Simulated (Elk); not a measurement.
An Elk run on Fe with settings drawn from a wide range, so not all are converged; totals and levels move with the basis, and no second program has checked them. Method: DFT, PBEsol, all-electron APW+lo, Dirac cores, scalar-relativistic bands in Elk 11.2.3 with local patches. Elk's input is in atomic units.

Command: `OMP_NUM_THREADS=1 elk` The run took 61 s on 1 thread of Intel(R) Xeon(R) Platinum 8375C CPU @ 2.90GHz (Ice Lake), with other jobs on the host, peak memory 0.04 GiB.

```
tasks
  0
  110
  115
  15
  33
  43
  53
  73

xctype
  22

rgkmax
  6

gmaxvr
  14

lmaxapw
  9

lmaxo
  6

lmaxi
  2

nrmtscf
  1

nempty
  4

epspot
  1e-07

epsengy
  1e-05

maxscl
  100

swidth
  0.008

stype
  3

lradstp
  4

mixtype
  1

hmaxvr
  4

nxoapwlo
  1

reducebf
  0.5

spinpol
  .true.

tforce
  .true.

spincore
  .true.

sppath
  './'

avec
  0.00000000000 3.32509641926 3.32509641926
  3.32509641926 0.00000000000 3.32509641926
  3.32509641926 3.32509641926 0.00000000000

atoms
  1
  'Fe.in'
  1
  0.000000000000 0.000000000000 0.000000000000   0.000 0.000 -0.500

ngridk
  11 11 11

plot3d
  0 0 0
  1 0 0
  0 1 0
  0 0 1
  13 13 13
```

Muffin-tin radii in the species files: Fe 2.10 bohr.

The geometry is COD entry 1534888, unchecked; take it as a test cell. The listed cell was then made from it by scaling, straining or moving an atom.

What does the run give?

It did not converge (100 SCF iterations).
```
Warning(gndstate): failed to reach self-consistency after 100 loops
```
